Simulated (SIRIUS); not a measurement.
Crystal: Zn.

```
CELL_PARAMETERS angstrom
2.67000 0.00000 0.00000
-1.33500 2.31229 0.00000
0.00000 0.00000 4.96600
ATOMIC_POSITIONS crystal
Zn 0.66667 0.33333 0.75000
Zn 0.33333 0.66667 0.25000
```

Base run:

* Program: SIRIUS 7.10.0
* Functional: APBE
* Potentials or basis: PseudoDojo 0.4.1 PBE standard (scalar relativistic)
* Cutoff: 1152 eV
* Density cutoff: 4606 eV
* k mesh: 8 × 8 × 4
* Occupations: fermi-dirac, width 0.05 eV
* Spin: no spin polarisation

Its results: band gap on the k mesh none (metal or under the smearing width); pressure 1.0 GPa.

Task: After a change of settings the same cell gave: band gap on the k mesh none (metal or under the smearing width); pressure -7.0 GPa. Which change was it?
A. functional from APBE to KT2; libxc names from ["XC_GGA_X_APBE", "XC_GGA_C_APBE"] to ["XC_GGA_XC_KT2"]
B. functional from APBE to LDA; libxc names from ["XC_GGA_X_APBE", "XC_GGA_C_APBE"] to ["XC_LDA_X", "XC_LDA_C_PW"]
C. functional from APBE to PW91; libxc names from ["XC_GGA_X_APBE", "XC_GGA_C_APBE"] to ["XC_GGA_X_PW91", "XC_GGA_C_PW91"]
D. functional from APBE to SOGGA; libxc names from ["XC_GGA_X_APBE", "XC_GGA_C_APBE"] to ["XC_GGA_X_SOGGA", "XC_GGA_C_PBE"]

Result: D.

Caveats: the potentials were made for another functional, which shifts forces and pressure.

Not every run made on this cell is shown here.
